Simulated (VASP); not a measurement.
A run of VASP 6.6.1 is set up as follows.

INCAR

```
ALGO = Normal
EDIFF = 1E-7
EDIFFG = -0.01
ENCUT = 600
IBRION = 2
ISIF = 4
ISMEAR = 0
LASPH = True
LCHARG = False
LREAL = False
LWAVE = False
NELM = 80
NSW = 40
PREC = Accurate
SIGMA = 0.03
```

File KPOINTS:

```
k-points
0
Gamma
  12 12 6
```

Contents of POSCAR:

```
Si                                      
1.0
    2.6643688975      0.0000000000      0.0000000000
   -1.3321844487      2.3074111503      0.0000000000
    0.0000000000      0.0000000000      4.4827190426
  Si            
     2
Direct
     0.3333333300000021    0.6666666699999979    0.2500000000000000
     0.6666666699999979    0.3333333300000021    0.7500000000000000
```

Potentials or basis: VASP PAW LDA potentials, release 64 (Si).

Run with:

```sh
$ cat potpaw_LDA.64/Si/POTCAR > POTCAR
$ mpirun -np 1 vasp_std > vasp.out
```

Task: Predict the band gap on the k mesh.

Result: None (metal or under the smearing width).

Stress tensor (GPa, compression positive):
```
 0.05  0.00  0.00
 0.00  0.05  0.00
 0.00  0.00 -0.05
```

Caveat: the relaxation stopped at its first step, so nothing moved.
